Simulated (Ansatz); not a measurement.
# C: from a guess to a relaxed structure, part 2 of 2

Aim: relax a trial structure of C and see where it ends.

Ansatz 0.2.0; DFT PBE, scalar-relativistic, plane waves, PAW. Earlier steps stand in the parts before.

## 4. Full relaxation

The end of the coarse run is made exact in the group found at a tolerance of 0.06 Å and reduced to its primitive cell.

File input.yaml:

```yaml
crystal:
  lattice:
    - [1.8898271959, -3.8945099362, 0.0]
    - [1.8898271959, 3.8945099362, 0.0]
    - [0.0, 0.0, 2.5139189511]
  atoms:
    - { symbol: C, position: [0.0093692571, 0.3996486593, 0.75] }
    - { symbol: C, position: [0.3996486593, 0.0093692571, 0.25] }
    - { symbol: C, position: [0.6003513407, 0.9906307429, 0.75] }
    - { symbol: C, position: [0.9906307429, 0.6003513407, 0.25] }
    - { symbol: C, position: [0.444472535, 0.555527465, 0.75] }
    - { symbol: C, position: [0.555527465, 0.444472535, 0.25] }
basis:
  ecutwfc: 420
kpoints:
  mp_grid: { grid: [8, 8, 10] }
hamiltonian:
  xc: pbe
scf:
  occupations: { method: gaussian, width: 0.02 }
output:
  forces: true
  stress: true
  eigenvalues: true
  write_density: true
  write_potential: true
  elf: true
  volumetric_format: npy
relax:
  adjacent_minimum: "off"
  f_tol: 0.01
  max_steps: 80
  cell: { stress_tol: 0.05 }
```

Command:

```console
ansatz run input.yaml --threads 1 --pin off --max-ram 2560MiB --backend cpu --events-out ev --progress --plain --runs-dir out
```

Log (excerpt; [...] marks lines left out):

```text
Warning: RAYON_NUM_THREADS=1 ignored (pool sized by the plan → 1); use --threads N
[...]
Pseudopotentials: kind: paw
Pseudopotential: C, paw, valence charge 4, recommended cutoff 420 eV (normal), C.paw.azcp
Functional definition: PBE
[...]
Crystal: 6 atoms, lattice volume = 37.005 Å³
Basis set: ecut = 420 eV, 723 PW (Γ), exchange–correlation on 60×60×36 points (8 copies of the dense FFT grid, shifted against one another)
Bands: 18, of which v1, the nominal top of the filled ones, is band 12 counted from 1 (11 counted from 0)
Symmetry: 8 space group operations
Space group: Cmcm (ITA 63), of the structure as read, at distance tolerance 3.3e-5 Å
k-points: 126 of 640
[...]
SCF iter   1: F=—  HF=-1503.526301 eV  |F-HF|=—  |Δ(HF+E_count)|=         —  Δρ=1.14e-2  dr2=3.81e-2  ethr=1.77e-3  ⟨swp⟩=6.1  Hψ=12013  notcnv=0  defer=1
[...]
--- Relaxed structure (3 steps of the walk, 3 accepted, 1 SCFs on fresh bases) ---
  F+E_penalty+E_count = -1503.51309675 eV   max|allowed force component| = 1.088e-3 eV/Å   (the final SCF, on the basis selected at the relaxed cell)
  cell:  # Å, volume = 37.0039 Å³
    - [1.8899577265974348, -3.8947360400964537, 0.0]
    - [1.8899577265974348, 3.8947360400964537, 0.0]
    - [0.0, 0.0, 2.513548180601648]
  atoms:
    - { symbol: C, position: [0.009373822847456942, 0.3996270383730247, 0.7500000000000001] }
    - { symbol: C, position: [0.3996270383730247, 0.009373822847456942, 0.25] }
    - { symbol: C, position: [0.6003729616269752, 0.990626177152543, 0.7500000000000001] }
    - { symbol: C, position: [0.990626177152543, 0.6003729616269752, 0.25] }
    - { symbol: C, position: [0.4444664100209421, 0.5555335899790581, 0.7500000000000001] }
    - { symbol: C, position: [0.5555335899790581, 0.4444664100209421, 0.25] }
```

Wall time 54 s (1 thread of Intel Xeon at 2.50GHz (Skylake/Cascade Lake), shared host); peak memory 0.38 GiB.

Relaxation path:

| step | energy from step 1 (eV/cell) | largest force component (eV/Å) | pressure (GPa) | volume (Å³) |
| --- | --- | --- | --- | --- |
| 1 | 0.0000 | 0.0059 | 0.01 | 37.00 |
| 2 | 0.0000 | 0.0034 | 0.00 | 37.00 |
| 3 | 0.0000 | 0.0011 | 0.00 | 37.00 |
| 4 | 0.0000 | 0.0011 | 0.00 | 37.00 |

Step 1 is the start. Step 4 repeats the geometry before it on a plane-wave basis chosen anew for that cell, so its energy need not be comparable with the rows above.

Lengths and angles in the start's conventional setting:

|  | before | after | change |
| --- | --- | --- | --- |
| a (Å) | 3.780 | 3.780 | 0.0 % |
| b (Å) | 7.789 | 7.789 | 0.0 % |
| c (Å) | 2.514 | 2.514 | 0.0 % |
| volume (Å³/atom) | 6.17 | 6.17 | 0.0 % |
| shortest distance (Å) | 1.526 | 1.526 | 0.0 % |
| space group (0.01 Å) | Cmcm | Cmcm | same |

Forces and stress were held to the start's 8 operations: a distortion of lower symmetry was not tested.

The maps below are laid out on this run's own conventional cell (a, b, c = 3.780, 7.789, 2.514 Å).

Density in a lattice plane of the grid's cell (edges 3.78 and 7.79 Å, at 0.250 of the third edge), which holds C.

Ten even steps from ' ' (0.03 e/Å³) to '@' (1.84 e/Å³):
```
    ..::++%%@@%%++::..  
::::--++##@@@@@@##++--::
**##%%@@%%**++**%%@@%%##
%%@@@@@@##--::--##@@@@@@
==++##%%++::..::++%%##++
....::--::..  ..::--::..
      ..          ..    
..                      
--::..              ..::
%%**--..          ..--**
@@%%++::..      ..::++%%
@@@@##++--::::::--++##@@
++**%%@@%%##**##%%@@%%**
::--##@@@@@@%%@@@@@@##--
..::++%%##++==++##%%++::
  ..::--::......::--::..
      ..          ..    
            ..          
        ..::--::..      
      ..--**%%**--..    
```
Columns run along the first of these edges and rows up along the second, over one cell in 12 and 20 even steps from the bottom left corner. Atoms in the plane (fractional): C at (0.20, 0.80), C at (0.70, 0.30), C at (0.30, 0.30), C at (0.80, 0.80), C at (0.00, 0.44), C at (0.50, 0.94).

ELF in the same plane.

Values, 12 rows by 6 columns:
```
0.54 0.64 0.87 0.14 0.87 0.64
0.94 0.24 0.72 0.45 0.72 0.24
0.65 0.45 0.56 0.05 0.56 0.45
0.04 0.19 0.19 0.04 0.19 0.19
0.24 0.08 0.02 0.02 0.02 0.08
0.50 0.47 0.09 0.02 0.09 0.47
0.14 0.87 0.64 0.54 0.64 0.87
0.45 0.72 0.24 0.94 0.24 0.72
0.05 0.56 0.45 0.65 0.45 0.56
0.04 0.19 0.19 0.04 0.19 0.19
0.02 0.02 0.08 0.24 0.08 0.02
0.02 0.09 0.47 0.50 0.47 0.09
```
Columns run along the first of these edges and rows up along the second, over one cell in 6 and 12 even steps from the bottom left corner. Atoms in the plane (fractional): C at (0.20, 0.80), C at (0.70, 0.30), C at (0.30, 0.30), C at (0.80, 0.80), C at (0.00, 0.44), C at (0.50, 0.94).

Both are smooth fields of the valence electrons: close to the nuclei they are not physical.

Outside the cores ELF peaks at 0.95 on the C–C line, 0.8 Å from C.

## 5. Results

The summary covers parts 1 to 2. Changes of volume or cell count from the first structure of part 1.

| quantity | value |
| --- | --- |
| symmetry at the end (tolerance 0.02 Å) | space group Cmcm (No. 63) |
| conventional cell | a = 3.780 Å, b = 7.789 Å, c = 2.514 Å, α = 90.00°, β = 90.00°, γ = 90.00° |
| volume | 6.17 Å³/atom |
| energy over the standard state | +0.36 eV/atom |
| gap on the mesh | 3.40 eV |

What this shows: The space group Cmcm (No. 63) is kept, and the volume per atom grows by 5.7 % from the first guess. It lies above the element's standard state, so it is metastable at best. No finished test with a distortion of lower symmetry is shown, so the end may be a saddle point.
